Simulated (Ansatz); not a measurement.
SrO: deformation potentials from a series

```yaml
crystal:
  lattice:
    - [0.00000, 2.56980, 2.56980]
    - [2.56980, 0.00000, 2.56980]
    - [2.56980, 2.56980, 0.00000]
  atoms:
    - { symbol: Sr, position: [0.00000, 0.00000, 0.00000] }
    - { symbol: O, position: [0.50000, 0.50000, 0.50000] }
```

Atom numbers follow the list: Sr1, O2.

The cell comes from COD entry 1100027, which wasn't checked; take it as a given geometry. It is an old determination, and later ones may differ.

All numbers below come from DFT, LDA, all-electron LAPW, scalar-relativistic (Ansatz 0.2.0).

Numerical set-up: a Γ-centred 8×8×8 k mesh, Fermi–Dirac smearing of 0.02 eV, basis error target 0.25 meV/atom, no spin polarisation.

The strain is applied along the Cartesian axes of the cell as listed (the other components stay zero). Fractional coordinates are held (clamped ions).

Only quantities that a quadratic follows smoothly over the whole series are listed; rougher ones are left out.

```tsv
εzz	direct gap at Γ, from the mean of the top three filled levels (eV)	singlet less doublet of the top filled triplet at Γ (eV)
-0.0300	4.015	0.131
-0.0200	3.955	0.082
0.0000	3.821	0.000
0.0100	3.749	-0.034
0.0200	3.673	-0.065
0.0300	3.595	-0.092
```

Task: Fit the series and give the slopes at zero strain.

Result: Least-squares fits y = p0 + p1 x + p2 x² to the rows give direct gap at Γ, from the mean of the top three filled levels (eV): p1 = -7.02, p2 = -18; singlet less doublet of the top filled triplet at Γ (eV): p1 = -3.7, p2 = 21. Without spin–orbit coupling the singlet lies 3b(εzz − εxx) above the doublet in the usual convention, so the shear deformation potential is b = -1.23 eV.

Task: One run, at εzz = -0.0100, is withheld. Predict its row.

Result: The fits give 3.889, 0.039; the run gave 3.891, 0.039.
